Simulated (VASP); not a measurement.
InP:

```
In P
1.0
     0.00000    2.93050    2.93050
     2.93050    0.00000    2.93050
     2.93050    2.93050    0.00000
In P
1 1
Direct
  0.00000 0.00000 0.00000
  0.75000 0.75000 0.75000
```

| Quantity | Value |
| --- | --- |
| Program | VASP 6.6.1 |
| Task | relaxation of cell and atoms |
| Functional | PW91 |
| Potentials or basis | VASP PAW PBE potentials, release 64 (In_d, P) |
| Cutoff | 600 eV |
| k mesh | 8 × 8 × 8 |
| Occupations | fermi-dirac, width 0.05 eV |
| Spin | no spin polarisation |

At the start: pressure 3.3 GPa; volume 25.17 Å³/atom.

Task: How do energy, volume and symmetry change on relaxing?

Result: Over 3 steps the energy falls by 12.4 meV/atom and the volume is 26.43 Å³/atom (+5.0 %); space group F-43m (No. 216, to 0.05 Å).

Step by step:
```
step  energy change (eV)  largest force (eV/Å)  pressure (GPa)  volume (Å³)
   1              0.0000                0.0000            3.31        50.33
   2             -0.0187                0.0000           -1.42        54.21
   3             -0.0249                0.0000            0.01        52.86
```

Final structure:
```cif
data_structure
_symmetry_space_group_name_H-M 'P 1'
_symmetry_Int_Tables_number 1
_cell_length_a 4.2126
_cell_length_b 4.2126
_cell_length_c 4.2126
_cell_angle_alpha 60.000
_cell_angle_beta 60.000
_cell_angle_gamma 60.000
_cell_volume 52.86
loop_
_atom_site_label
_atom_site_type_symbol
_atom_site_fract_x
_atom_site_fract_y
_atom_site_fract_z
_atom_site_occupancy
In1 In 0.00000 0.00000 0.00000 1
P1 P 0.75000 0.75000 0.75000 1
```

Caveat: the PAW data sets were made with another functional, which shifts forces and pressure a little.
